If every bond in a silicon crystal is stretched by a small fraction x, the volume grows by the fraction 3x, and the energy per atom rises by

E_stretch = (9/2) B V x²

where B is the bulk modulus and V the volume per atom. With a rough B of 100 GPa, or 0.6 eV/Å³, and the volume of diamond-type silicon, a change of 0.04 Å in a bond of 2.37 Å costs only about 0.02 eV. In seventeen of the nineteen structures below, the closest atoms lie within that distance of the diamond value, yet the energies of these seventeen spread over 353 meV per atom. The closest distance shows only the shortest bond, so longer ones may add some stretching. Even so, the main cost is more likely to lie in the number and directions of the bonds around each atom.

Silicon structures relaxed with Ansatz 0.2.0, using the PBE functional without a dispersion correction and a plane-wave cutoff of 420 eV. Each relaxation kept the symmetry of its starting structure. Energies are per atom, relative to the lowest structure listed.

```
candidate space group number  candidate found from  candidate atoms in cell  candidate volume per atom (Å³)  candidate closest atoms (Å)  result over lowest (meV/atom)
                         227         database cell                        2                           20.46                       2.3700                              0
                         194         database cell                        4                           20.44                       2.3600                             11
                          12         database cell                        8                           21.25                       2.3300                             69
                         217         database cell                       23                           22.43                       2.3500                             81
                          63         database cell                       12                           22.00                       2.3500                             90
                         139         database cell                        4                           21.61                       2.3600                            100
                         178         decorated net                        6                           19.92                       2.3600                            151
                         206         database cell                        8                           18.45                       2.3400                            157
                         148         database cell                        8                           18.22                       2.3600                            159
                          88         decorated net                        8                           18.18                       2.3800                            163
                         181         decorated net                        3                           18.13                       2.3900                            201
                          56         decorated net                        8                           18.61                       2.3600                            269
                          67         decorated net                        6                           20.97                       2.3700                            279
                         139         decorated net                        2                           17.63                       2.3700                            285
                         141       swapped species                        2                           15.35                       2.5000                            288
                          64         decorated net                        4                           17.73                       2.3800                            315
                         194         decorated net                        6                           27.20                       2.3300                            328
                         127         decorated net                        6                           17.14                       2.4000                            353
                          64       swapped species                        4                           16.97                       2.4400                            359
```

Fourfold silicon binds through four sp³ hybrids that point to the corners of a tetrahedron, 109.5° apart. A bond that leaves these directions loses overlap, but turning a bond is easier than stretching it. A network forced into another shape therefore keeps its bond lengths nearly intact and gives way in its angles. As long as each atom keeps four bonds, the energy above diamond should then measure mainly how far the angles have been bent.

Hexagonal diamond, the four-atom structure with space group 194, shows what happens when the angles are spared. Its cell edges and closest distance give angles within about a degree of the tetrahedral value. The difference from diamond begins further out, with atoms three bonds apart: along one bond in four, the bonds at the two ends face each other instead of being staggered. This costs 11 meV per atom, which is small beside almost everything further down the table.

BC8, the structure with space group 206, shows the opposite case. It is still fourfold, but about a tenth denser than diamond, although its closest atoms are no nearer than 2.34 Å. The extra density comes from folding the network so that atoms not bonded to each other move closer. Symmetry leaves one free coordinate, which the volume and the closest distance fix. Of the six angles at each atom, three are then 118° and three are 99°.

The cost of such bending can be estimated with the simplest law that vanishes for a perfect tetrahedron, where cos θ = −1/3:

E_bend = K Σ (cos θ + 1/3)²

The sum runs over the six angles θ at an atom. The stiffness K, about 1.8 eV, comes from a rough bending constant for small distortions of diamond-type silicon and was not adjusted to any row, so BC8 is a real test. Its wide angles contribute 0.018 each to the sum and its narrow ones 0.033:

E_bend ≈ 1.8 eV × 3 × (0.018 + 0.033) ≈ 0.27 eV

The calculated energy is 157 meV. The estimate is too high by a factor of nearly two, but it has the right order of magnitude, which bond stretching at the closest contacts does not reach.

Two further structures show how far this law can be trusted. The four-atom structure with space group 139, taken as the silicon counterpart of the carbon form bct-C4, contains squares of atoms and hence one angle of 90° at each atom. Its estimate is 0.25 eV against a calculated 100 meV, too close to the BC8 estimate for so crude a law to rank the two. The structure with space group 181 matches a quartz-type net, whose angles reach roughly 90° and 132°; here the estimate is 0.8 eV, four times the calculated value.

The law thus separates unstrained, bent and strongly bent networks, but it exaggerates the price of large bends. The cause was not computed. In the largest bends, the s and p character of the hybrids can shift, so that part of the overlap is recovered. But BC8 is overestimated too, although its angles are off by only about ten degrees. A stiffness taken from small distortions of diamond may therefore also be too high for bends of that size. For another fourfold silicon network, the angles are still the first thing to inspect: bends like those in the three strained structures here point to a cost of one or two hundred meV per atom, and smaller bends to less. The printed analysis after this text gives the angles and estimates for all four structures.

The most instructive irregular row is the one with space group 67. Its volume is within 3% of diamond's and its closest distance is the same, yet it lies 279 meV higher. Neither density nor the shortest bond can therefore set the order by itself. Strained angles are the natural suspect, but for this row that remains a guess. The relaxation also kept the starting symmetry, so this constructed net might lower its energy further if it were free to distort.

Openness is no better guide. The open framework with space group 63, known as Si₂₄, costs 90 meV, whereas the most open structure, the six-atom one with space group 194, costs 328 meV. A framework can enclose empty space cheaply if its atoms keep good angles along the walls. Small, tight rings would make the second framework expensive, though this too is a guess.

β-tin, the structure with space group 141, leaves the fourfold family altogether. If the four nearer neighbours are the closest atoms, as in the known β-tin shape, its volume and closest distance give four neighbours at 2.50 Å and two more at 2.64 Å. Four valence electrons per atom now serve six contacts, so each contact is longer and weaker than a bond in diamond, and the crystal is metallic. The energy of 288 meV is the price of giving up directed bonds, and the smallest volume in the table is what is gained in return.

Pressure rewards that gain, because it adds the work pV to the energy. If compression of the two phases is neglected, β-tin matches diamond when

p ≈ 0.288 eV / (20.46 − 15.35) Å³ ≈ 0.056 eV/Å³ ≈ 9 GPa

On the same estimate, no other structure in the table matches diamond below about 11 GPa. A form that lies high in energy at rest can thus be the first to become favourable under load. Pressures of this size arise locally where a hard grit presses into a wafer, so a metallic phase has to be reckoned with in grinding, even though diamond is the stable form at rest.

The lead of β-tin is less secure than these figures suggest. PBE is known to place the metallic phase too low relative to diamond, and a rise of 75 meV per atom would undo its advantage if the other rows stayed where they are. The same error makes its place among the other structures near 300 meV uncertain. The contrast in bonding and the large saving in volume do not depend on that placing.

The analysis program printed:

```
Largest stretch estimate among rows with contacts up to 2.40 angstrom (meV/atom): 16.37
Row 67, volume over that of diamond (percent): 2.493
Hexagonal diamond, angle within a puckered layer (degrees): 109.4
Row 139 with 4 atoms, angle between square edge and outer bond (degrees): 114.5
BC8, wide angle (degrees): 117.8
BC8, narrow angle (degrees): 98.69
Quartz net, wide angle at its shortest bond (degrees): 131.8
Bending estimate, hexagonal diamond (meV/atom): 0.04203
Bending estimate, row 139 with 4 atoms (meV/atom): 246.5
Bending estimate, BC8 (meV/atom): 272.4
Bending estimate, row 181 as quartz net (meV/atom): 795.7
Shortest bond a quartz net can have at the volume of row 181 (angstrom): 2.387
Beta-tin, distance of the two further neighbours (angstrom): 2.639
Beta-tin, energy over volume saved against diamond (GPa): 9.03
Lowest such pressure among the other dense rows (GPa): 11.37
Rise of beta-tin that would undo its lead (meV/atom): 74.72
```
